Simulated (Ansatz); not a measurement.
## In (diamond type) under strong compression

```
CELL_PARAMETERS angstrom
0.00000 3.37094 3.37094
3.37094 0.00000 3.37094
3.37094 3.37094 0.00000
ATOMIC_POSITIONS crystal
In 0.87500 0.87500 0.87500
In 0.12500 0.12500 0.12500
```

The cell comes from a relaxation on PAW files under the same functional, begun from a prototype that needn't be the stable phase.

Its volume is scaled at fixed shape and fractional positions.

All numbers are PBE results (scalar-relativistic) from Ansatz 0.2.0, with a Γ-centred 11×11×11 k mesh, Fermi–Dirac smearing of 0.1 eV, no spin polarisation. Methods: LAPW: all electrons, basis error target 1 meV/atom; PAW: frozen-core files, cutoff 420 eV; crystal datasets: all electrons, by PAW datasets that the program makes for each cell; norm-conserving: pseudopotentials, cutoff 952 eV; PAW (cutoff 250 eV): frozen-core files, cutoff 250 eV.

Energies are extrapolated to zero smearing and count from the unscaled cell; pressure is positive in compression; gaps take the mesh and a band path. No temperature or zero-point motion is included.

```
V/V0  V (Å³/atom)  P LAPW (GPa)  ΔE LAPW (eV/atom)  P PAW − LAPW (GPa)  ΔE PAW − LAPW (meV/atom)
1.00        38.30          0.00              0.000               -0.01                       0.0
0.95        36.39             ?                  ?                   ?                         ?
0.85        32.56          5.25              0.077                0.00                      -0.1
0.75        28.73         13.02              0.284               -0.01                      -0.1
0.65        24.90          28.2              0.756               -0.02                      -0.3
0.55        21.07          59.2              1.753               -0.06                      -1.1
0.45        17.24         129.6              3.889               -0.32                      -4.7
0.40        15.32         198.3              5.814               -0.77                     -10.9
```

(1) Fit the Vinet equation to the LAPW pressures shown (residuals weighted by 1/(|P| + 0.03·Pmax)), and predict the pressure of the withheld row.

(2) From the table, what is the rise of the enthalpy H = E + pV up to the last row, and how stiff is the crystal between the last two rows?

(3) At the smallest volume, how far do crystal datasets and norm-conserving and PAW (cutoff 250 eV) lie from LAPW in pressure?

(4) How do the Löwdin populations by LAPW change from the unscaled cell to the last row?

Answers

(1) The fit gives V0 = 38.35 Å³/atom, B0 = 19.8 GPa and B0′ = 5.85. At 36.39 Å³/atom, x = (V/V0)^(1/3) = 0.9826, and P = 3·B0·(1 − x)/x²·exp[1.5·(B0′ − 1)·(1 − x)] = 1.22 GPa. The run itself gave 1.24 GPa (-1.8 % off) and ΔE = 0.006 eV/atom.

(2) ΔH = 5.814 eV + (198.3 GPa × 15.32 Å³ − 0.00 GPa × 38.30 Å³) × 0.006242 eV/(GPa·Å³) = 24.78 eV/atom, of which pV makes 77 %. The mean bulk modulus there is −ΔP/Δln V = 583 GPa.

(3) crystal datasets: 0.00 GPa; norm-conserving: -0.10 GPa; PAW (cutoff 250 eV): +1.59 GPa, on a LAPW pressure of 198.3 GPa.

(4) In 4s 1.98 → 1.91, In 5s 1.26 → 0.88, In 4p 5.99 → 5.96, In 5p 1.77 → 2.31, In 4d 9.98 → 9.93 electrons an atom. These are projections on the shells that the free atoms fill; 0.03 e a cell lies outside them at the start and 0.04 e at the end.
